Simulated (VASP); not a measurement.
A run of VASP 6.6.1:

File INCAR:

```
PREC = Accurate
ENCUT = 520
EDIFF = 1E-7
ISMEAR = 0
SIGMA = 0.01
LREAL = False
LASPH = True
NELM = 100
ALGO = Fast
ISIF = 2
LWAVE = False
LCHARG = False
GGA = PE
NBANDS = 13
```

The input KPOINTS:

```
regular mesh
0
Gamma
  6 6 6
```

POSCAR

```
Li2S
1.0
    0.0000000000      2.8452943747      2.8452943747
    2.8452943747      0.0000000000      2.8452943747
    2.8452943747      2.8452943747      0.0000000000
Li S
2 1
Direct
    0.2500000000      0.2500000000      0.2500000000
    0.7500000000      0.7500000000      0.7500000000
    0.0000000000      0.0000000000      0.0000000000
```

Potentials or basis: VASP PAW PBE potentials, release 64 (Li_sv, S).

Launch:

```console
$ cat potpaw_PBE.64/Li_sv/POTCAR potpaw_PBE.64/S/POTCAR > POTCAR
$ mpirun -np 1 vasp_std > vasp.out
```

Hardware: 1 thread of Intel(R) Xeon(R) Platinum 8259CL CPU @ 2.50GHz (Skylake/Cascade Lake), on a shared host.

**Question.** Estimate the wall time of this run.

**Answer.** Run time: 18 s on 1 thread of Intel(R) Xeon(R) Platinum 8259CL CPU @ 2.50GHz (Skylake/Cascade Lake), on a shared host, peak memory 0.15 GiB. Counts: scf iterations 22, k points 16.
